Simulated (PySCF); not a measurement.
Compound: C4H9NO.
Structure used (PBE0-D3(BJ)/def2-TZVP), in Å, numbered top down from 1:
```
atom  x, y, z in Å
C1    -1.2458    0.5893   -0.0110
C2    -1.0415   -0.7798    0.6115
O3    -0.0533   -1.5101   -0.0813
C4     1.1780   -0.8215   -0.0932
C5     1.0339    0.5485   -0.7306
N6    -0.0095    1.3497   -0.1098
H7    -1.9798    1.1635    0.5613
H8    -1.6453    0.4613   -1.0233
H9    -0.7455   -0.6667    1.6684
H10   -1.9557   -1.3772    0.5749
H11    1.5514   -0.7132    0.9392
H12    1.8814   -1.4481   -0.6470
H13    0.7778    0.4225   -1.7885
H14    1.9825    1.0907   -0.6850
H15    0.2878    1.6324    0.8179
```

All values: wB97X-D/pcSseg-2 (PySCF, non-relativistic), on one gas-phase PBE0-D3(BJ)/def2-TZVP geometry that isn't relaxed in the solvent. The solvent is an IEF-PCM continuum (van der Waals radii × 1.2). Specific hydrogen bonds and non-electrostatic terms are outside this model.

Gas phase at wB97X-D/pcSseg-2: HOMO -8.10 eV, LUMO 2.28 eV, dipole 1.28 D.

Task: What does the continuum do to the energy, the frontier levels and the dipole at wB97X-D/pcSseg-2 in chloroform?

Result: 
| solvent | ε | E(solvent) − E(gas) (kJ/mol) | polarisation term (kJ/mol) | distortion of the solute (kJ/mol) | HOMO (eV) | LUMO (eV) | dipole (D) |
| --- | --- | --- | --- | --- | --- | --- | --- |
| chloroform | 4.711 | -16.98 | -18.90 | 1.92 | -8.09 | 2.54 | 1.64 |

The polarisation term is half the interaction of the solute with the surface charges that it induces; the rest is the cost of distorting the solute's density. The sum is the electrostatic part of solvation alone.

Task: Which radius a makes the point-dipole formula ΔE = −[(ε − 1)/(2ε + 1)]·μ²/a³ give the value in chloroform, with the gas-phase dipole?

Result: μ = 0.503 au and |ΔE| = 0.00647 Eh give a = 1.27 Å; the farthest nucleus lies 2.46 Å from the centroid of the nuclei, so such a sphere wouldn't even hold the nuclei. The formula assumes a rigid point dipole at the centre of a sphere.

Task: Give the dipole vector in the frame of the coordinates (D, pointing from negative to positive charge), gas and chloroform.

Result: Gas (0.37, 0.48, 1.13), solvent (0.47, 0.56, 1.47). Its length changes by +28 % and its direction by 2°.

The pairwise dispersion term of wB97X-D wasn't added to the energies; at a given geometry it leaves orbitals and properties as they are.
